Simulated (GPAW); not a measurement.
# Rh (Fm-3m) in GPAW: single point with PBE

Aim: the single point of Rh with PBE.

All numbers are computed with GPAW 26.7.0; they aren't measurements. Logs are shortened: lines on timing, memory, paths and dates and some standing lists are left out, and cuts for length are marked. The log counts tension as positive stress, the text compression.

## 1. The crystal as given

It takes space group Fm-3m (No. 225, cubic). Conventional cell: a = 3.796 Å, b = 3.796 Å, c = 3.796 Å, α = 90.00°, β = 90.00°, γ = 90.00°. Rh (site symmetry m-3m) is surrounded by 12 Rh at 2.68 Å.

## 2. Single point, PBE

The input, run.py:

```python
from ase import Atoms
from ase.dft.bandgap import bandgap
from ase.io import write
from ase.units import GPa
from gpaw import GPAW, PW

atoms = Atoms(['Rh'],
              cell=[[0.0, 1.89785, 1.89785],
                    [1.89785, 0.0, 1.89785],
                    [1.89785, 1.89785, 0.0]],
              scaled_positions=[[0.0, 0.0, 0.0]],
              pbc=True)

calc = GPAW(mode=PW(400),
            xc='PBE',
            kpts={'size': (12, 12, 12), 'gamma': True},
            occupations={'name': 'fermi-dirac', 'width': 0.05},
            nbands=16,
            convergence={'density': 1e-05, 'energy': 1e-05},
            maxiter=100,
            txt='gpaw.txt')
atoms.calc = calc
energy = atoms.get_potential_energy()
forces = atoms.get_forces()
stress = atoms.get_stress()
calc.write('gs.gpw')
write('result.traj', atoms)
print(f'Energy: {energy:.6f} eV')
print('Forces (eV/A):')
print(forces.round(4))
print('Stress (GPa):', (stress / GPa).round(3))
print('Fermi level:', round(calc.get_fermi_level(), 4), 'eV')
print(f'Gap: {bandgap(calc)[0]:.4f} eV, direct: {bandgap(calc, direct=True)[0]:.4f} eV')
```

Potentials or basis: GPAW PAW data sets (gpaw-data 1.2.1), pw.

On the command line:

```sh
> OMP_NUM_THREADS=1 python run.py
```

gpaw.txt:

```text
__  _  _
 | _ |_)|_||  |
 |__||  | ||/\| - 26.7.0

Input parameters:
  mode=PW(ecut=400.0),
  convergence={'density': 1e-05, 'energy': 1e-05},
  kpts=MonkhorstPack(size=(12, 12, 12), gamma=True),
  maxiter=100,
  nbands=16,
  occupations=Occupations(name='fermi-dirac', width=0.05),
  xc=XC(name='PBE')

Diagonalizing LCAO Hamiltonian
Converting LCAO to pw mode

       Rh

Atoms  # Å, Bohr magnetons
|   | symbol |        x |        y |        z |    initial magnetic moments |
|---|--------|----------|----------|----------|-----------------------------|
| 0 |     Rh | 0.000000 | 0.000000 | 0.000000 | ( 0.0000,  0.0000,  0.0000) |

Unit cell  # Å
| periodic |        x |        y |        z |  lengths |    angles |
|----------|----------|----------|----------|----------|-----------|
|      yes | 0.000000 | 1.897850 | 1.897850 | 2.683965 | 60.000000 |
|      yes | 1.897850 | 0.000000 | 1.897850 | 2.683965 | 60.000000 |
|      yes | 1.897850 | 1.897850 | 0.000000 | 2.683965 | 60.000000 |

Number of symmetries: 48
Symmetry operations  # r_c * U_cc + t_c -> r_c
|    | kind |            matrix            |
|----|------|------------------------------|
|  0 |  σ   |  1, 0, 0,  1, 0,-1,  1,-1, 0 |
|  1 |  C2  |  1, 0, 0,  1,-1, 0,  1, 0,-1 |
|  2 |  E   |  1, 0, 0,  0, 1, 0,  0, 0, 1 |
|  3 |  σ   |  1, 0, 0,  0, 0, 1,  0, 1, 0 |
|  4 |  C4  |  1, 0,-1,  1, 0, 0,  1,-1, 0 |
|  5 |  S6  |  1, 0,-1,  1,-1, 0,  1, 0, 0 |
|  6 |  σ   |  1, 0,-1,  0, 1,-1,  0, 0,-1 |
|  7 |  C3  |  1, 0,-1,  0, 0,-1,  0, 1,-1 |
|  8 |  S6  |  1,-1, 0,  1, 0, 0,  1, 0,-1 |
|  9 |  C4  |  1,-1, 0,  1, 0,-1,  1, 0, 0 |
| 10 |  C3  |  1,-1, 0,  0,-1, 1,  0,-1, 0 |
| 11 |  σ   |  1,-1, 0,  0,-1, 0,  0,-1, 1 |
| 12 |  σ   |  0, 1, 0,  1, 0, 0,  0, 0, 1 |
| 13 |  C4  |  0, 1, 0,  0, 1,-1, -1, 1, 0 |
| 14 |  C3  |  0, 1, 0,  0, 0, 1,  1, 0, 0 |
| 15 |  S6  |  0, 1, 0, -1, 1, 0,  0, 1,-1 |
| 16 |  C2  |  0, 1,-1,  1, 0,-1,  0, 0,-1 |
| 17 |  σ   |  0, 1,-1,  0, 1, 0, -1, 1, 0 |
| 18 |  S4  |  0, 1,-1,  0, 0,-1,  1, 0,-1 |
| 19 |  C4  |  0, 1,-1, -1, 1, 0,  0, 1, 0 |
| 20 |  C3  |  0, 0, 1,  1, 0, 0,  0, 1, 0 |
| 21 |  σ   |  0, 0, 1,  0, 1, 0,  1, 0, 0 |
| 22 |  S6  |  0, 0, 1,  0,-1, 1, -1, 0, 1 |
| 23 |  C4  |  0, 0, 1, -1, 0, 1,  0,-1, 1 |
| 24 |  S4  |  0, 0,-1,  1, 0,-1,  0, 1,-1 |
| 25 |  C3  |  0, 0,-1,  0, 1,-1,  1, 0,-1 |
| 26 |  C2  |  0, 0,-1,  0,-1, 0, -1, 0, 0 |
| 27 |  S6  |  0, 0,-1, -1, 0, 0,  0,-1, 0 |
| 28 |  S4  |  0,-1, 1,  1,-1, 0,  0,-1, 0 |
| 29 |  C4  |  0,-1, 1,  0, 0, 1, -1, 0, 1 |
| 30 |  C2  |  0,-1, 1,  0,-1, 0,  1,-1, 0 |
| 31 |  σ   |  0,-1, 1, -1, 0, 1,  0, 0, 1 |
| 32 |  C3  |  0,-1, 0,  1,-1, 0,  0,-1, 1 |
| 33 |  S6  |  0,-1, 0,  0, 0,-1, -1, 0, 0 |
| 34 |  S4  |  0,-1, 0,  0,-1, 1,  1,-1, 0 |
| 35 |  C2  |  0,-1, 0, -1, 0, 0,  0, 0,-1 |
| 36 |  C2  | -1, 1, 0,  0, 1, 0,  0, 1,-1 |
| 37 |  S6  | -1, 1, 0,  0, 1,-1,  0, 1, 0 |
| 38 |  S4  | -1, 1, 0, -1, 0, 1, -1, 0, 0 |
| 39 |  C3  | -1, 1, 0, -1, 0, 0, -1, 0, 1 |
| 40 |  S6  | -1, 0, 1,  0, 0, 1,  0,-1, 1 |
| 41 |  C2  | -1, 0, 1,  0,-1, 1,  0, 0, 1 |
| 42 |  C3  | -1, 0, 1, -1, 1, 0, -1, 0, 0 |
| 43 |  S4  | -1, 0, 1, -1, 0, 0, -1, 1, 0 |
| 44 |  C2  | -1, 0, 0,  0, 0,-1,  0,-1, 0 |
| 45 |  i   | -1, 0, 0,  0,-1, 0,  0, 0,-1 |
| 46 |  σ   | -1, 0, 0, -1, 1, 0, -1, 0, 1 |
| 47 |  C2  | -1, 0, 0, -1, 0, 1, -1, 1, 0 |

BZ-sampling:
  Number of BZ points: 1728
  Number of IBZ points: 72

  Monkhorst-Pack size: [12, 12, 12]
  Monkhorst-Pack shift: [0.041666666666666664, 0.041666666666666664, 0.041666666666666664]

K-points  # in reciprocal-cell coordinates
|     |                                coordinates |     weight |
|-----|--------------------------------------------|------------|
|   0 | ( -0.00000000,  -0.00000000,  -0.00000000) | 0.00057870 |
|   1 | (  0.08333333,   0.08333333,  -0.00000000) | 0.00347222 |
|   2 | (  0.08333333,   0.08333333,   0.08333333) | 0.00462963 |
|   3 | (  0.16666667,   0.08333333,   0.08333333) | 0.00694444 |
|   4 | (  0.16666667,   0.16666667,  -0.00000000) | 0.00347222 |
|   5 | (  0.16666667,   0.16666667,   0.08333333) | 0.01388889 |
|   6 | (  0.16666667,   0.16666667,   0.16666667) | 0.00462963 |
|   7 | (  0.25000000,   0.16666667,   0.08333333) | 0.01388889 |
|   8 | (  0.25000000,   0.16666667,   0.16666667) | 0.01388889 |
|   9 | (  0.25000000,   0.25000000,  -0.00000000) | 0.00347222 |
| ... |                                            |            |
|  71 | (  0.50000000,   0.50000000,   0.50000000) | 0.00231481 |

Plane wave coefficients: 263
Cutoff: 400.0 eV

Spin-components: 1 (collinear spins)
Bands:           16
Projectors:      6
Spin-degeneracy: 2
Datatype:        complex128

Parallelization:
  kpt:    1
  domain: 1
  band:   1

Density:
  Valence electrons: 15.0
  Components: 1
  Grid points: [14 14 14]
  Charge: 0.0  # |e|

Potential:
  Grid points: [14 14 14]

species:
  Rh:
    name:    Rhodium
    Z:       45.0
    valence: 15
    core:    30
    charge:  0.0  # [|e|]
    compensation charges:
      type: gauss
      rc: 0.38  # [Å]
      lmax: 2
    cutoffs:
      filter: 2.48  # [Å]
      core: 2.35  # [Å]
    projectors
    | kind |    occ | energy [eV] | rcut [Å] |
    |------|--------|-------------|----------|
    |   5s |  1.000 |      -4.297 |    1.270 |
    |   4p |  6.000 |     -50.429 |    1.381 |
    |   5p |  0.000 |      -0.852 |    1.381 |
    |   4d |  8.000 |      -5.942 |    1.244 |
    |    s |        |      22.915 |    1.270 |
    |    d |        |      21.270 |    1.244 |

    Using partial waves for Rh as LCAO basis

Reference energy: -130134.647000  # eV

eigensolver:
  PPCG
  Converge bands: occupied
  niter=2

density mixing:
  MSR1-Mixer
  Pratt-step length: 0.05
  Maximum mixing coefficient: 0.75
  Old densities: 10
  SVD Regularization: 0.005
  Good broyden scale: 1.0
  Trust region scale: 1.0
  Backstep threshold: 4.0
  History deletion threshold: 6.0
  Fourier metric: weight=20.0, sigma=0.015

occupation numbers:
  Fermi-Dirac:
    width: 0.0500  # eV

poisson solver:
  ecut: 3200.0  # eV

xc functional:
  name: PBE with 2 nearest neighbor stencil

convergence criteria:
- Maximum integral of absolute [dens]ity change: 1e-05 electrons / valence electron
- Maximum [total energy] change in last 3 cyles: 1e-05 eV / valence electron
- Maximum integral of absolute [eigenst]ate change: 4e-08 eV^2 / valence electron
maximum number of iterations: 100

SCF iterations
|iter     | |      energy | eigst |  dens |
|---------|-|-------------|-------|-------|
|iter:   1| |   -7.884377 | -0.24 |       |
|iter:   2| |   -7.750288 | -2.86 | -1.10 |
|iter:   3| |   -7.276573 | -2.16 | -1.15 |
|iter:   4| |   -7.272046 | -3.69 | -2.29 |
|iter:   5| |   -7.270382 | -3.63 | -2.49 |
|iter:   6| |   -7.270367 | -6.45 | -3.58 |
|iter:   7| |   -7.270367c| -6.73 | -3.81 |
|iter:   8| |   -7.270367c| -7.77c| -5.11c|

Converged in 8 steps
Energy contributions relative to reference atoms: (reference = -130134.647000)

Energy contributions:
  Kinetic:          -2.162122
  Coulomb:          -0.202060
  Zero:             -0.018016
  External:          0.000000
  Xc:               -4.883972
  Entropy:          -0.008392
  Spinorbit:         0.000000
  ----------------------------
  Free energy:      -7.274563
  Extrapolated:     -7.270367

dipole moment: (-11.481416, -11.481416, -11.481416)  # |e|*Ang

Fermi level: 11.952
Eigenvalues  # (at kpt = [-0.000, -0.000, -0.000])
| band index |      eig [eV] | occ [0-2] |
|------------|---------------|-----------|
|          0 |       -34.467 |     2.000 |
|          1 |       -34.467 |     2.000 |
|          2 |       -34.467 |     2.000 |
|          3 |         3.956 |     2.000 |
|          4 |         8.832 |     2.000 |
|          5 |         8.832 |     2.000 |
[... 8 lines left out ...]
|         14 |        44.114 |     0.000 |
|         15 |        44.114 |     0.000 |

No gap
No difference between direct/indirect transitions

Forces  # eV/Ang
|        x |       y |       z |
|----------|---------|---------|
| -0.00000 | 0.00000 | 0.00000 |  # Rh   0

Stress tensor  # eV/Ang^3
|         x |         y |         z |
|-----------|-----------|-----------|
| -0.040409 | -0.000000 |  0.000000 |
| -0.000000 | -0.040409 |  0.000000 |
|  0.000000 |  0.000000 | -0.040409 |

# Writing to gs.gpw (mode='')
```

Wall time 13 s (1 thread of Arm Neoverse N1, shared host); peak memory 0.12 GiB.

These settings aren't checked as converged: the numbers below hold their error.

What came out:

* Free energy: -7.2746 eV
* Pressure: 6.5 GPa
* Band gap on the k mesh: none (metal or under the smearing width)

Caveat: the cutoff is short for stress and forces, so pressures can be off by a GPa or more.
